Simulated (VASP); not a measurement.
# NiSb (Breithauptite) (P6_3/mmc) in VASP: notebook

Runs on NiSb (Breithauptite). Level: PBE. Tasks: single point.

Everything below comes from runs of VASP 6.6.1. Logs are shortened: lines on timing, memory, paths and dates and some standing lists are left out, and cuts for length are marked.

## (1) Starting point

It takes space group P6_3/mmc (No. 194, hexagonal). The conventional cell has a = 3.928 Å, b = 3.928 Å, c = 5.120 Å, α = 90.00°, β = 90.00°, γ = 120.00°. Sb (site symmetry -6m2) is surrounded by 6 Ni at 2.60 Å. Ni (site symmetry -3m) has 2 Ni at 2.56 Å and 6 Sb at 2.60 Å as nearest neighbours.

## (2) Single point, PBE, collinear spin, ferromagnetic start (supercell [2, 2, 1], atoms moved at random, drawn with an rms of 0.05 Å)

INCAR

```
SYSTEM = NiSb
ALGO = Normal
EDIFF = 1E-5
ENCUT = 450
GGA = PE
ISIF = 2
ISMEAR = 0
ISPIN = 2
LASPH = .True.
LCHARG = .False.
LMAXMIX = 4
LORBIT = 11
LREAL = Auto
LWAVE = .False.
MAGMOM = 0 0 0 0 0 0 0 0 1 1 1 1 1 1 1 1
NBANDS = 78
NELM = 150
NSIM = 16
PREC = Accurate
SIGMA = 0.05
```

KPOINTS

```
k-points
0
Gamma
  3 3 3
  0 0 0
```

POSCAR

```
NiSb
1.0
    7.8560000000      0.0000000000      0.0000000000
   -3.9280000000      6.8034955722      0.0000000000
    0.0000000000      0.0000000000      5.1200000000
Sb Ni
8 8
Direct
    0.3364640000      0.1702900000      0.7519360000
    0.3303530000      0.6706590000      0.7526150000
    0.8325640000      0.1692290000      0.7521360000
    0.8345190000      0.6667920000      0.7532030000
    0.1634950000      0.3326150000      0.2471750000
    0.1690410000      0.8335080000      0.2482860000
    0.6631140000      0.3321990000      0.2500480000
    0.6684670000      0.8390400000      0.2558990000
   -0.0145180000     -0.0083300000      0.4989760000
   -0.0011410000      0.5009420000      0.5012730000
    0.5056360000     -0.0049030000      0.4977870000
    0.5092270000      0.5028520000      0.5038850000
   -0.0055960000     -0.0072670000      0.0009810000
   -0.0022900000      0.4945880000     -0.0040030000
    0.4976420000     -0.0041660000     -0.0005760000
    0.5004430000      0.5001570000     -0.0029670000
```

Potentials or basis: VASP PAW PBE potentials, release 64 (Sb, Ni).

Launch:

```console
$ cat potpaw_PBE.64/Sb/POTCAR potpaw_PBE.64/Ni/POTCAR > POTCAR
$ mpirun -np 1 vasp_std > vasp.out
```

OUTCAR:

```text
SYSTEM = NiSb
   EDIFF = 1E-5
   ENCUT = 450
   GGA = PE
   ISIF = 2
   ISMEAR = 0
   ISPIN = 2
   LASPH = .True.
   LORBIT = 11
   LREAL = Auto
   NELM = 150
   PREC = Accurate

 ion  position               nearest neighbor table
   1  0.336  0.170  0.752-  16 2.57  12 2.60  15 2.61  13 2.65  11 2.68   9 2.72   7 3.38   7 3.40
                             5 3.41   6 3.42   5 3.45   6 3.45
   2  0.330  0.671  0.753-  15 2.55  11 2.57  14 2.58  10 2.60  16 2.63  12 2.68   6 3.36   6 3.40
                             5 3.42   8 3.43   8 3.45   5 3.46
   3  0.833  0.169  0.752-  14 2.54  11 2.58  10 2.60   9 2.60  15 2.61  13 2.63   5 3.39   8 3.39
                             7 3.41   8 3.42   7 3.42   5 3.43
   4  0.835  0.667  0.753-  13 2.55  12 2.55   9 2.57  10 2.59  16 2.59  14 2.60   6 3.41   7 3.41
                             8 3.43   7 3.44   6 3.44   8 3.45
   5  0.163  0.333  0.247-  14 2.57  10 2.61  16 2.63  13 2.63   9 2.65  12 2.69   3 3.39   1 3.41
                             2 3.42   3 3.43   1 3.45   2 3.46
   6  0.169  0.834  0.248-  15 2.57  13 2.60  10 2.61  11 2.62  14 2.64   9 2.66   2 3.36   2 3.40
                             4 3.41   1 3.42   4 3.44   1 3.45
   7  0.663  0.332  0.250-  12 2.56  16 2.60  10 2.62  14 2.62  11 2.62  15 2.62   1 3.38   1 3.40
                             3 3.41   4 3.41   3 3.42   4 3.44
   8  0.668  0.839  0.256-   9 2.49  11 2.50  13 2.57  15 2.59  12 2.62  16 2.66   3 3.39   3 3.42
                             2 3.43   4 3.43   4 3.45   2 3.45
   9  0.985  0.992  0.499-   8 2.49  13 2.55   4 2.57  13 2.57   3 2.60   5 2.65   6 2.66   1 2.72
[... 11 lines left out ...]
  15  0.498  0.996  0.999-   2 2.55  11 2.55  11 2.57   6 2.57   8 2.59   3 2.61   1 2.61   7 2.62

  16  0.500  0.500  0.997-  12 2.53   1 2.57   4 2.59  12 2.60   7 2.60   5 2.63   2 2.63   8 2.66

  LATTYP: Found a hexagonal cell.
 ALAT       =     7.8560000000
 C/A-ratio  =     0.6517311609

  Lattice vectors:

 A1 = (   7.8560000000,   0.0000000000,   0.0000000000)
 A2 = (  -3.9280000000,   6.8034955722,   0.0000000000)
 A3 = (   0.0000000000,   0.0000000000,   5.1200000000)

Analysis of symmetry for initial positions (statically):
=====================================================================
 Subroutine PRICEL returns:
 Original cell was already a primitive cell.

 Routine SETGRP: Setting up the symmetry group for a
 hexagonal supercell.

 Subroutine GETGRP returns: Found  1 space group operations
 (whereof  1 operations were pure point group operations)
 out of a pool of 24 trial point group operations.

The static configuration has the point symmetry C_1 .

Analysis of symmetry for dynamics (positions and initial velocities):
=====================================================================
 Subroutine PRICEL returns:
 Original cell was already a primitive cell.

 Routine SETGRP: Setting up the symmetry group for a
 hexagonal supercell.

 Subroutine GETGRP returns: Found  1 space group operations
 (whereof  1 operations were pure point group operations)
 out of a pool of 24 trial point group operations.

The dynamic configuration has the point symmetry C_1 .

Analysis of structural, dynamic, and magnetic symmetry:
=====================================================================
 Subroutine PRICEL returns:
 Original cell was already a primitive cell.

 Routine SETGRP: Setting up the symmetry group for a
 hexagonal supercell.

 Subroutine GETGRP returns: Found  1 space group operations
 (whereof  1 operations were pure point group operations)
 out of a pool of 24 trial point group operations.

The overall configuration has the point symmetry C_1 .

 Subroutine INISYM returns: Found  1 space group operations
 (whereof  1 operations are pure point group operations),
 and found     1 'primitive' translations

----------------------------------------------------------------------------------------

                                     Primitive cell

  volume of cell :     273.6551

  direct lattice vectors                    reciprocal lattice vectors
     7.856000000  0.000000000  0.000000000     0.127291242  0.073491633 -0.000000000
    -3.928000000  6.803495572  0.000000000     0.000000000  0.146983266  0.000000000
     0.000000000  0.000000000  5.120000000     0.000000000 -0.000000000  0.195312500

  length of vectors
     7.856000000  7.856000000  5.120000000     0.146983266  0.146983266  0.195312500

[... 90 lines left out ...]
   ICHARG =      2    charge: 1-file 2-atom 10-const
   ISPIN  =      2    spin polarized calculation?
   LNONCOLLINEAR =      F non collinear calculations
   LSORBIT =      F    spin-orbit coupling
   LASPH  =      T    aspherical Exc in radial PAW
   ENCUT  =  450.0 eV  33.07 Ry    5.75 a.u.  13.59 13.59  8.86*2*pi/ulx,y,z
   NELM   =    150;   NELMIN=  2; NELMDL= -5     # of ELM steps
   EDIFF  = 0.1E-04   stopping-criterion for ELM
   LREAL  =      T    real-space projection
   EDIFFG = 0.1E-03   stopping-criterion for IOM
   NSW    =      0    number of steps for IOM
   IBRION =     -1    ionic relax: 0-MD 1-quasi-New 2-CG
   NFREE  =      0    steps in history (QN), initial steepest desc. (CG)
   ISIF   =      2    stress and relaxation
   ISYM   =      2    0-nonsym 1-usesym 2-fastsym
   POTIM  = 0.5000    time-step for ionic-motion
   TEBEG  =    0.0;   TEEND  =   0.0 temperature during run
   PSTRESS=    0.0 pullay stress
   NELECT =     120.0000    total number of electrons
   NUPDOWN=      -1.0000    fix difference up-down
   EMIN   =  10.00;   EMAX   =-10.00  energy-range for DOS
   EFERMI =   0.00;   METHOD = LEGACY
   ISMEAR =     0;   SIGMA  =   0.05  broadening in eV -4-tet -1-fermi 0-gaus
   EFERMI_NEDOS =   21; number of points for ismear=-14 and -15
   IALGO  =     38    algorithm
   IMIX   =      4    mixing-type and parameters
     AMIX     =   0.40;   BMIX     =  1.00
     AMIX_MAG =   1.60;   BMIX_MAG =  1.00
  volume/ion in A,a.u.               =      17.10       115.42
  Fermi-wavevector in a.u.,A,eV,Ry     =   1.243753  2.350352 21.047138  1.546921
  Thomas-Fermi vector in A             =   2.378050
   LORBIT       =     11    0 simple, 1 ext, 2 COOP (PROOUT), +10 PAW based schemes
   GGA     = PE    functional components
   LHFCALC =     F    Hartree Fock is set to
   AEXX    =    0.0000 exact exchange contribution
   IVDW    =     0    specifies the selected vdW correction
   LEPSILON=     F    determine dielectric tensor
   LRPA    =     F    only Hartree local field effects (RPA)
 spin polarized calculation
 Gauss-broadening in eV      SIGMA  =   0.05
  energy-cutoff  :      450.00
  volume of cell :      273.66
 maximum number of plane-waves:      5946
 NGX is ok and might be reduce to    54
   NGX = 27   NGY = 27   NGZ = 17

 number of electron     119.9999960 magnetization       0.3923627

 number of electron     119.9999961 magnetization      -0.0033438

 Free energy of the ion-electron system (eV)
  ---------------------------------------------------
  ext. energy  EPLUGINS =         0.00000000
  ---------------------------------------------------
  free energy    TOTEN  =       -80.95553465 eV

  energy without entropy =      -80.94680229  energy(sigma->0) =      -80.95116847

 E-fermi :   9.8866     XC(G=0): -11.5316

 val. band max:        9.8615280603   @ k =  -0.3333   0.3333   0.0000
 cond. band min:       9.9719507803   @ k =   0.0000   0.0000   0.0000
 fundamental gap:      0.1104227200
 Fermi energy:         9.8866014629

 spin component 1

 k-point     1 :       0.0000    0.0000    0.0000
  band No.  band energies     occupation
      1      -2.9376      1.00000
      2      -0.4844      1.00000
      3      -0.4445      1.00000
      4      -0.3974      1.00000
      5       0.2488      1.00000
      6       0.2832      1.00000
[... 1039 lines left out ...]
     71      13.7155      0.00000
     72      13.7384      0.00000
 Fermi energy:         9.8866014629

 spin component 2

 k-point     1 :       0.0000    0.0000    0.0000
  band No.  band energies     occupation
      1      -2.9376      1.00000
      2      -0.4844      1.00000
      3      -0.4444      1.00000
      4      -0.3974      1.00000
      5       0.2488      1.00000
      6       0.2832      1.00000
[... 1039 lines left out ...]
     71      13.7154      0.00000
     72      13.7383      0.00000
 [bands above 72 left out]

------------------------ aborting loop because EDIFF is reached ----------------------------------------

  FORCE on cell =-STRESS in cart. coord.  units (eV):
  Direction    XX          YY          ZZ          XY          YZ          ZX
  --------------------------------------------------------------------------------------
  -------------------------------------------------------------------------------------
  Total        7.1737434      7.4479544      3.9603883      0.0857240      0.3170302      0.0535413
  in kB       42.0003473     43.6057788     23.1870135      0.5018914      1.8561269      0.3134699
  external PRESSURE =      36.2643799 kB  Pullay stress =       0.0000000 kB

 VOLUME and BASIS-vectors are now :
 -----------------------------------------------------------------------------
  energy-cutoff  :      450.00
  volume of cell :      273.66
      direct lattice vectors                 reciprocal lattice vectors
     7.856000000  0.000000000  0.000000000     0.127291242  0.073491633 -0.000000000
    -3.928000000  6.803495572  0.000000000     0.000000000  0.146983266  0.000000000
     0.000000000  0.000000000  5.120000000     0.000000000 -0.000000000  0.195312500

 POSITION                                       TOTAL-FORCE (eV/Angst)
 -----------------------------------------------------------------------------------
      1.97436      1.15857      3.84991        -0.213127     -0.362948     -0.171936
     -0.03910      4.56283      3.85339         0.398224     -0.419961     -0.118773
      5.87589      1.15135      3.85094         0.165626     -0.282892     -0.028430
      3.93682      4.53652      3.85640        -0.010459     -0.097300      0.011271
     -0.02210      2.26294      1.26554         0.300925     -0.055798      0.188164
     -1.94603      5.67077      1.27122        -0.246011     -0.088982      0.141658
[... 8 lines left out ...]
     -0.00216      6.77515      5.11705        -0.069707      0.315828     -0.014312
      1.96686      3.40282      5.10481        -0.203199      0.152115      0.295139
 -----------------------------------------------------------------------------------
    total drift:                                0.015149     -0.019165      0.006203

  FREE ENERGIE OF THE ION-ELECTRON SYSTEM (eV)
  ---------------------------------------------------
  free  energy   TOTEN  =       -80.9555346499 eV

  energy  without entropy=      -80.9468022853  energy(sigma->0) =      -80.95116847

 total charge

# of ion       s       p       d       tot
------------------------------------------
    1        1.133   1.207   0.072   2.413
    2        1.126   1.229   0.078   2.432
    3        1.123   1.234   0.080   2.437
    4        1.121   1.243   0.081   2.445
    5        1.132   1.211   0.072   2.415
    6        1.129   1.219   0.075   2.423
[... 8 lines left out ...]
   15        0.453   0.505   8.466   9.424
   16        0.447   0.485   8.456   9.388
--------------------------------------------------
tot         12.606  13.767  68.307  94.680

 magnetization (x)

# of ion       s       p       d       tot
------------------------------------------
    1        0.000   0.000   0.000   0.000
    2        0.000  -0.000   0.000   0.000
    3       -0.000  -0.000   0.000  -0.000
    4        0.000  -0.000   0.000  -0.000
    5        0.000  -0.000   0.000   0.000
    6       -0.000  -0.000   0.000   0.000
[... 8 lines left out ...]
   15        0.000   0.000  -0.000  -0.000
   16        0.000   0.000  -0.000  -0.000
--------------------------------------------------
tot          0.000   0.000  -0.003  -0.003
```

Run time: 5.8 min. Hardware: 1 × NVIDIA H100 80GB with 1 thread of AMD EPYC 7R13 (Zen 3), shared host; peak memory 3.5 GiB.

Results:

| Property | Result |
| --- | --- |
| Free energy | -80.9555 eV |
| Pressure | 3.6 GPa |
| Largest force | 0.851 eV/Å |
| Band gap on the k mesh | none (metal or under the smearing width) |
| Net moment | 0.00 μB per cell |
| Valence electrons inside the program's atomic spheres | Sb 2.41, 2.43, 2.44, 2.42, 2.45; Ni 9.40, 9.42, 9.38, 9.39 |

Forces in eV/Å, atoms in the order of the input:
```
Sb  -0.213 -0.363 -0.172
Sb   0.398 -0.420 -0.119
Sb   0.166 -0.283 -0.028
Sb  -0.010 -0.097  0.011
Sb   0.301 -0.056  0.188
Sb  -0.246 -0.089  0.142
Sb   0.203  0.007 -0.013
Sb   0.014 -0.691 -0.399
Ni   0.644  0.524  0.184
Ni   0.027  0.025 -0.241
Ni  -0.556  0.375  0.191
Ni  -0.500 -0.023 -0.242
Ni   0.170  0.390 -0.089
Ni  -0.125  0.233  0.305
Ni  -0.070  0.316 -0.014
Ni  -0.203  0.152  0.295
```

Levels at points of the mesh, in eV from the Fermi level:
Spin up:
| k point | band 58 | band 59 | band 60 | band 61 | band 62 | band 63 |
| --- | --- | --- | --- | --- | --- | --- |
| (0.00, 0.00, 0.00) | -0.22 | -0.21 | -0.20 | 0.09 | 0.77 | 0.81 |
Spin down:
| k point | band 56 | band 57 | band 58 | band 59 | band 60 | band 61 | band 62 | band 63 | band 64 | band 65 |
| --- | --- | --- | --- | --- | --- | --- | --- | --- | --- | --- |
| (0.00, 0.00, 0.00) | -1.17 | -1.17 | -0.22 | -0.21 | -0.20 | 0.09 | 0.77 | 0.81 | 1.26 | 1.29 |

Caveat: the k mesh is coarse (spacing up to 0.41 Å⁻¹), so the values aren't converged.

[end of part 1 of 2]
